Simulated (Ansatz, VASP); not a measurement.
One calculation of InP, two programs

Contents of POSCAR:

```
InP
1.0
    0.0000000000      2.8356361294      3.0770474638
    2.8356361294      0.0000000000      3.0770474638
    2.8356361294      2.8356361294      0.0000000000
In P
1 1
Direct
    0.0000000000      0.0000000000      0.0000000000
    0.2500000000      0.2500000000      0.2500000000
```

File INCAR.step1:

```
  ALGO = Normal
  EDIFF = 1E-4
  ENCUT = 520
  GGA = PE
  ISMEAR = 0
  LASPH = True
  LCHARG = False
  LREAL = False
  LWAVE = True
  NBANDS = 16
  NELM = 80
  PREC = Accurate
  SIGMA = 0.01
```

File INCAR.step2:

```
  ALGO = Normal
  EDIFF = 1E-7
  ENCUT = 520
  ISIF = 2
  ISMEAR = 0
  ISTART = 1
  LASPH = True
  LCHARG = False
  LMIXTAU = True
  LREAL = False
  LWAVE = False
  METAGGA = R2SCAN
  NBANDS = 16
  NELM = 80
  PREC = Accurate
  SIGMA = 0.01
```

The input KPOINTS:

```
k-points
0
Gamma
  8 8 8
```

Input for Ansatz:

```yaml
crystal:
  lattice:
    - [0.0, 2.8356361294, 3.0770474638]
    - [2.8356361294, 0.0, 3.0770474638]
    - [2.8356361294, 2.8356361294, 0.0]
  atoms:
    - { symbol: In, position: [0.0, 0.0, 0.0] }
    - { symbol: P, position: [0.25, 0.25, 0.25] }
kpoints:
  mp_grid: { grid: [8, 8, 8] }
  band_path:
    path:
      - [0.0, 0.0, 0.0]
      - [-0.5, -0.5, 0.0]
      - [-0.375, -0.375, 0.25]
      - [-0.375, 0.0, 0.375]
      - [0.0, 0.0, 0.5]
      - [-0.5, -0.25, 0.25]
    npoints: 1
hamiltonian:
  xc: r2scan
scf:
  occupations: { method: fixed }
  n_extra_bands: 4
output:
  forces: true
  stress: true
  eigenvalues: true
```

Change from the starting cell: epitaxial_xy strain -4.0%.

Alike in both runs: task single point; functional r2SCAN; k mesh 8 × 8 × 8; no spin polarisation.

|  | VASP | Ansatz |
| --- | --- | --- |
| version | VASP 6.6.1 | Ansatz 0.2.0 |
| potentials or method | VASP PAW PBE potentials, release 64 (In_d, P) | plane waves, PAW |
| plane-wave cutoff (eV) | 520 | 500 |
| occupations | gaussian, width 0.01 eV | fixed |
| valence electrons in the cell | 18 | 18 |

Ansatz gave:

* gap on the k mesh at the Fermi level (eV): 1.07
* pressure (GPa): 2.8
* largest component of the traceless stress (GPa): 2.80

Question: What did VASP give for the same quantities?

Answer: gap on the k mesh at the Fermi level (eV): 1.08; pressure (GPa): 2.7; largest component of the traceless stress (GPa): 2.83.

Caveats: the PAW data sets were made with another functional, which shifts forces and pressure a little (VASP); spin-orbit coupling is left out, which moves the levels of the heavy elements.
